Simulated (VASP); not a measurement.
Output of a VASP run:

File OSZICAR:
```
       N       E                     dE             d eps       ncg     rms          rms(c)
DAV:   1     0.465360200304E+02    0.46536E+02   -0.76300E+03   776   0.103E+03
DAV:   2    -0.278847954898E+02   -0.74421E+02   -0.70519E+02   940   0.250E+02
DAV:   3    -0.305948519329E+02   -0.27101E+01   -0.27010E+01  1020   0.522E+01
DAV:   4    -0.306161782717E+02   -0.21326E-01   -0.21315E-01   940   0.516E+00
DAV:   5    -0.306164642311E+02   -0.28596E-03   -0.28592E-03   992   0.520E-01    0.887E+00
DAV:   6    -0.285211100358E+02    0.20954E+01   -0.71187E+00   896   0.236E+01    0.293E+00
DAV:   7    -0.285063827283E+02    0.14727E-01   -0.13930E-01   960   0.371E+00    0.186E+00
DAV:   8    -0.285143344660E+02   -0.79517E-02   -0.39142E-02   804   0.279E+00    0.261E-01
DAV:   9    -0.285133412519E+02    0.99321E-03   -0.29156E-03  1020   0.530E-01    0.687E-02
DAV:  10    -0.285136674654E+02   -0.32621E-03   -0.74228E-04   852   0.231E-01    0.470E-02
DAV:  11    -0.285136353732E+02    0.32092E-04   -0.15135E-04   984   0.114E-01    0.373E-03
DAV:  12    -0.285136354358E+02   -0.62639E-07   -0.37799E-06   936   0.211E-02
   1 F= -.28513635E+02 E0= -.28513635E+02  d E =-.308613E-43
```

**OUTCAR**
```
------------------------ aborting loop because EDIFF is reached ----------------------------------------
  FORCE on cell =-STRESS in cart. coord.  units (eV):
  Direction    XX          YY          ZZ          XY          YZ          ZX
  --------------------------------------------------------------------------------------
  Total       -1.4441265     -1.4441272     -1.4122574      0.0000003     -0.0000000     -0.0000000
  in kB      -81.6554718    -81.6555119    -79.8534904      0.0000173     -0.0000000     -0.0000000
  external PRESSURE =     -81.0548247 kB  Pullay stress =       0.0000000 kB
  volume of cell :       28.34
      direct lattice vectors                 reciprocal lattice vectors
     2.720953000  0.000000000  0.000000000     0.367518292  0.212186811  0.000000000
    -1.360477000  2.356415000  0.000000000     0.000000000  0.424373466  0.000000000
     0.000000000  0.000000000  4.419343000     0.000000000  0.000000000  0.226277978
 POSITION                                       TOTAL-FORCE (eV/Angst)
 -----------------------------------------------------------------------------------
     -0.00000      1.57094      0.00071         0.000000     -0.000000     -0.025025
      1.36048      0.78547      2.21038         0.000000      0.000000     -0.025025
     -0.00000      1.57094      1.66759        -0.000000     -0.000000      0.025025
      1.36048      0.78547      3.87727         0.000000      0.000000      0.025025
 -----------------------------------------------------------------------------------
    total drift:                               -0.001387      0.000801     -0.002009
  FREE ENERGIE OF THE ION-ELECTRON SYSTEM (eV)
  ---------------------------------------------------
  free  energy   TOTEN  =       -28.5136354358 eV

  energy  without entropy=      -28.5136354358  energy(sigma->0) =      -28.51363544
```
(Selected blocks of OUTCAR.)

### POSCAR
```
BeO
1
    2.7209530000     0.0000000000     0.0000000000
   -1.3604770000     2.3564150000     0.0000000000
    0.0000000000     0.0000000000     4.4193430000
Be O
2 2
Direct
  0.3333330000   0.6666670000   0.0001600000
  0.6666670000   0.3333330000   0.5001600000
  0.3333330000   0.6666670000   0.3773400000
  0.6666670000   0.3333330000   0.8773400000
```

**Question.** Write an INCAR and KPOINTS that could have produced this output.

**Answer.** One answer among several that fit: the input of the run itself, PBE GGA, plane waves, VASP's PBE PAW potentials (set 64).

KPOINTS:
```
Automatic mesh
0
Gamma
7 7 4
0.5 0.5 0.5
```

### INCAR
```
ALGO=Normal
EDIFF=1E-6
ENCUT=400
GGA=PE
ISIF=2
ISMEAR=0
LASPH=T
LCHARG=F
LREAL=F
LWAVE=F
NELM=100
PREC=Accurate
SIGMA=0.01
SYSTEM=BeO
```

POTCAR, in this order: Be O (PBE.64 set). Program: vasp_std.

At this cut-off the stress carries a Pulay error, which pulls relaxed volumes low.

The structure comes from a computed database's BeO entry; how it stands against other phases isn't given here. The cell was not relaxed at this level. The run is one of a series of settings (KPOINTS 7×7×4 Γ-centred mesh shifted by (0.5, 0.5, 0.5) against the base run), some of them coarse on purpose.
